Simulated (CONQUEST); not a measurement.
Ag in CONQUEST: convergence with smearing width

Ag:

```
Ag
1.0
     2.88888    0.00000    0.00000
     0.00000    2.88888    0.00000
     0.00000    0.00000    4.08550
Ag
2
Direct
  0.99871 0.99107 0.99801
  0.51020 0.49393 0.49760
```

The cell isn't the ideal one: atoms moved at random.

| Item | Value |
| --- | --- |
| Program | CONQUEST 1.3 |
| Task | convergence study |
| Functional | PBE |
| Potentials or basis | PseudoDojo NC PBE, SZP, grid cutoff 120 Ha |
| k mesh | 9 × 9 × 7 |
| Occupations | fermi-dirac, width 0.4 eV |
| Spin | no spin polarisation |

These are the settings of the first run; the series varies smearing width, with any setting tied to it.

Hardware: 1 thread of Intel(R) Xeon(R) CPU @ 2.60GHz (Ice Lake) (shared host).

Task: The values tried are 0.4 eV, 0.3 eV, 0.2 eV, 0.1 eV, 0.05 eV, 0.025 eV, 0.01 eV, 0.005 eV, loosest first. From which on does the energy stay within 1 meV/atom of the tightest run that finished?

Result: From 0.1 eV on.

| smearing width | energy less the tightest run, at zero smearing (meV/atom) | pressure (GPa) | SCF cycles | CPU time (s) | peak memory (GiB) |
| --- | --- | --- | --- | --- | --- |
| 0.4 eV | 5.78 | 7.74 | 6 | 32 | 0.34 |
| 0.3 eV | 3.41 | 7.56 | 6 | 32 | 0.34 |
| 0.2 eV | 1.45 | 7.42 | 6 | 32 | 0.34 |
| 0.1 eV | 0.35 | 7.34 | 6 | 33 | 0.34 |
| 0.05 eV | 0.23 | 7.31 | 6 | 33 | 0.34 |
| 0.025 eV | 0.04 | 7.28 | 6 | 34 | 0.35 |
| 0.01 eV | 0.00 | 7.27 | 6 | 32 | 0.34 |
| 0.005 eV | 0.00 | 7.27 | 6 | 32 | 0.34 |

Against the tightest run, the pressure stays within 0.1 GPa from 0.1 eV on. Narrower smearing needs a denser k mesh, so at a fixed mesh the narrowest width isn't the most accurate. The tightest run that finished is the yardstick and may itself not be fully converged.

Caveat, for the tightest run too: the atomic basis is small; the basis of atomic orbitals isn't converged, which shifts pressures, moduli and gaps.
